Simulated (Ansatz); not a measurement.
The system is MoS2.

```xyz
3
Lattice="1.5855 0.9154 6.1150 -1.5855 0.9154 6.1150 0.0000 -1.8308 6.1150" Properties=species:S:1:pos:R:3 pbc="T T T"
Mo    0.0000    0.0000    0.0000
S     0.0000    0.0000    4.5862
S     0.0000    0.0000   13.7587
```

Measurements of this composition are mostly on another form, of space group No. 194.

Base run:

```yaml
Program: Ansatz 0.2.0
Functional: PBEsol
Potentials_or_basis: Ansatz PAW
Cutoff: 420 eV
Density_cutoff: 1680 eV
k_mesh: 10 × 10 × 10
Occupations: fermi-dirac, width 0.05 eV
Spin: no spin polarisation
```

Its results: band gap on the k mesh none (metal or under the smearing width); pressure 2.9 GPa; largest force 0.759 eV/Å.

Question: The run is repeated on the same cell with these changes: functional from PBEsol to LDA. What comes out?

Answer: Band gap on the k mesh none (metal or under the smearing width); pressure 0.1 GPa; largest force 0.576 eV/Å.

LDA binds more tightly than PBEsol, so the same cell stands under less pressure.

Caveats: the cell's inner coordinates are idealised or old, which leaves forces on the atoms; the PAW data sets come from PBE, with cores solved anew for the run's functional, which leaves a small shift of forces and pressure.

Not every run made on this cell is shown here.
